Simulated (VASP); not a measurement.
Write the native input for VASP 6.6.1 that does the following.

```
Task                   : single point
Functional             : PBEsol
Potentials or basis    : VASP PAW PBE potentials, release 64 (Zr_sv, O_h)
Cutoff                 : 900 eV
k mesh                 : 8 × 8 × 8
Occupations            : gaussian, width 0.02 eV
Spin                   : no spin polarisation
Further INCAR settings : ALGO = Normal; EDIFF = 1e-06
```

The structure of ZrO2 lies in POSCAR:

```
ZrO2
1.0
    0.0000000000      2.5328900000      2.5328900000
    2.5328900000      0.0000000000      2.5328900000
    2.5328900000      2.5328900000      0.0000000000
Zr O
1 2
Direct
    0.0000000000      0.0000000000      0.0000000000
    0.2500000000      0.2500000000      0.2500000000
    0.7500000000      0.7500000000      0.7500000000
```

Measurements of this composition are mostly on another form, of space group No. 14.

One way to write it, as run:

INCAR

```
SYSTEM = ZrO2
PREC = Accurate ; ENCUT = 900
EDIFF = 1E-6 ; ISMEAR = 0
SIGMA = 0.02 ; LREAL = .False.
LASPH = .True. ; NELM = 80
ALGO = Normal ; ISIF = 2
LWAVE = .False. ; LCHARG = .False.
GGA = PS
```

KPOINTS

```
regular mesh
0
Gamma
  8 8 8
  0 0 0
```

Potentials or basis: VASP PAW PBE potentials, release 64 (Zr_sv, O_h).

Launch:

```console
$ cat potpaw_PBE.64/Zr_sv/POTCAR potpaw_PBE.64/O_h/POTCAR > POTCAR
$ mpirun -np 1 vasp_std > vasp.out
```

It gave:

```yaml
Pressure: -0.3 GPa
Band_gap_on_the_k_mesh: 3.32 eV, indirect (least direct gap 3.76 eV)
```

Caveat: the cutoff is under 1.25 times the usual one of these potentials, so pressure, stress and relaxed cells hold a basis-set (Pulay) error; the PAW data sets were made with another functional, which shifts forces and pressure a little.

Wall time 30 s on 1 thread of AMD EPYC 7R13 Processor (Zen 3) (shared host), peak memory 0.19 GiB.
